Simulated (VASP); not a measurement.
A run of VASP 6.6.1 is set up as follows.

run.py

```python
from ase.calculators.vasp import Vasp
from ase.dft.bandgap import bandgap
from ase.io import read

atoms = read('Ni.cif')
atoms.set_initial_magnetic_moments([1.0])
calc = Vasp(
    directory='calc',
    xc='pbe',
    pp='PBE',
    setups='recommended',
    pp_version='54',
    prec='Accurate',
    encut=520,
    ediff=1e-06,
    ismear=0,
    sigma=0.02,
    lreal=False,
    lasph=True,
    nelm=120,
    algo='Fast',
    isif=2,
    lwave=False,
    lcharg=False,
    ispin=2,
    lorbit=11,
    lmaxmix=4,
    kpts=[13, 13, 13],
    gamma=True,
)
atoms.calc = calc

print('energy (eV):', atoms.get_potential_energy())
print('free energy (eV):', atoms.get_potential_energy(force_consistent=True))
print('forces (eV/A):')
print(atoms.get_forces())
print('stress (eV/A^3, Voigt):', atoms.get_stress())
print('Fermi level (eV):', calc.get_fermi_level())
print('moment (muB):', atoms.get_magnetic_moment())
print('site moments (muB):', atoms.get_magnetic_moments())
gap, top, bottom = bandgap(calc)
print('band gap (eV):', gap, 'from (spin, k, band)', top, 'to', bottom)
```

Ni.cif

```cif
data_Ni
_cell_length_a 2.39666550
_cell_length_b 2.39666550
_cell_length_c 2.39666550
_cell_angle_alpha 109.47122063
_cell_angle_beta 109.47122063
_cell_angle_gamma 109.47122063
_space_group_name_H-M_alt 'P1'
_space_group_name_Hall 'P 1'
_space_group_IT_number 1
loop_
_space_group_symop_operation_xyz
'x,y,z'
loop_
_atom_site_label
_atom_site_type_symbol
_atom_site_symmetry_multiplicity
_atom_site_Wyckoff_symbol
_atom_site_fract_x
_atom_site_fract_y
_atom_site_fract_z
_atom_site_occupancy
Ni1 Ni 1 a 0.0000000000 0.0000000000 0.0000000000 1
```

Potentials or basis: VASP PAW PBE potentials, release 54 (Ni).

The run is started by

```console
$ python run.py
```

Question: What does it give for the band gap on the k mesh?

Answer: None (metal or under the smearing width).

Question: Estimate the pressure.

Answer: 7.6 GPa.

Question: Predict the net moment.

Answer: 0.59 μB per cell.
